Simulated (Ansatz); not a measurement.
Crystal: HfN.

```
CELL_PARAMETERS angstrom
0.00000 2.45482 2.45482
2.45482 0.00000 2.45482
2.45482 2.45482 0.00000
ATOMIC_POSITIONS crystal
Hf 0.00000 0.00000 0.00000
N 0.25000 0.25000 0.25000
```

The cell comes from a database or a generator and needn't be the stable form of this composition.

* Program: Ansatz 0.2.0
* Task: single point
* Functional: PBEsol
* Potentials or basis: Ansatz PAW
* Cutoff: 420 eV (not typed: the program's choice for these potentials)
* k mesh: 9 × 9 × 9
* Occupations: fermi-dirac, width 0.05 eV
* Spin: no spin polarisation

On this cell: pressure -5.0 GPa; largest force zero by symmetry; band gap on the k mesh none (metal or under the smearing width).

The same run follows on a disturbed copy (atoms moved at random, drawn with an rms of 0.05 Å):

```
Hf N
1.0
     0.00000    2.45482    2.45482
     2.45482    0.00000    2.45482
     2.45482    2.45482    0.00000
Hf N
1 1
Direct
  0.99847 0.99706 0.99660
  0.26378 0.24281 0.23936
```

Problem. What changes?

Solution. The energy (extrapolated to zero smearing) moves by +5.9 meV/atom; pressure -4.8 GPa; largest force 0.552 eV/Å; band gap on the k mesh none (metal or under the smearing width).

Forces on the atoms (eV/Å):
```
Hf  -0.349  0.261  0.338
N    0.349 -0.261 -0.338
```

Stress tensor (GPa, compression positive):
```
-4.81 -1.53 -1.18
-1.53 -4.81  1.58
-1.18  1.58 -4.81
```

Caveats: the PAW data sets come from PBE, with cores solved anew for the run's functional, which leaves a small shift of forces and pressure.
